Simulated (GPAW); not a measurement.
## Sn: equation of state with BP86

Crystal: Sn.

```
Sn
1.0
     0.00000    3.23334    3.23334
     3.23334    0.00000    3.23334
     3.23334    3.23334    0.00000
Sn
2
Cartesian
  4.8500 4.8500 4.8500
  3.2333 3.2333 3.2333
```

This isn't the form of Sn at room conditions, which is tetragonal (white tin).

| Item | Value |
| --- | --- |
| Program | GPAW 26.7.0 |
| Task | equation of state |
| Functional | BP86 |
| Potentials or basis | PAW data sets generated in the run's folder for this functional |
| Cutoff | 600 eV |
| Basis | pw |
| k mesh | 6 × 6 × 6 |
| Occupations | fermi-dirac, width 0.05 eV |
| Spin | no spin polarisation |

```
Equilibrium volume : 36.84 Å³/atom (rough: see the caveat)
Bulk modulus       : 36 GPa (rough)
```

Energy against volume, from the lowest point:
```csv
volume (Å³/atom),energy (meV/atom)
31.775,99.50
32.451,70.84
33.127,47.71
33.803,29.54
34.479,15.83
35.155,6.12
35.831,0.00
```

Wall time 2.2 min on 1 thread of Arm Neoverse V1, with other jobs on the host, peak memory 0.23 GiB.

Caveat: the minimum lies outside the volumes run.
